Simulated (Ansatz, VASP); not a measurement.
**Mo in VASP and in Ansatz**

```
CELL_PARAMETERS angstrom
-1.47837 1.47837 1.77404
1.47837 -1.47837 1.77404
1.47837 1.47837 -1.77404
ATOMIC_POSITIONS crystal
Mo 0.00000 0.00000 0.00000
```

Alike in both runs: task single point; functional PBEsol; k mesh 24 × 24 × 24; occupations gaussian, width 0.15 eV; no spin polarisation.

```csv
,VASP,Ansatz
version,VASP 6.6.1,Ansatz 0.2.0
potentials or method,"VASP PAW PBE potentials, release 64 (Mo_sv)","scalar-relativistic, plane waves, PAW"
plane-wave cutoff (eV),520,420
valence electrons in the cell,14,14
```

|  | VASP | Ansatz | Ansatz less VASP |
| --- | --- | --- | --- |
| gap on the k mesh at the Fermi level (eV) | none | none | - |
| pressure (GPa) | 0.4 | -0.1 | -0.53 |
| largest component of the traceless stress (GPa) | 19.98 | 20.00 | +0.011 |

A gap of «none» marks a metal or a gap that the smearing closes. With one functional, cell and mesh, what is left measures potentials, basis and numerics.

Caveats: the PAW data sets were made with another functional, which shifts forces and pressure a little (VASP).
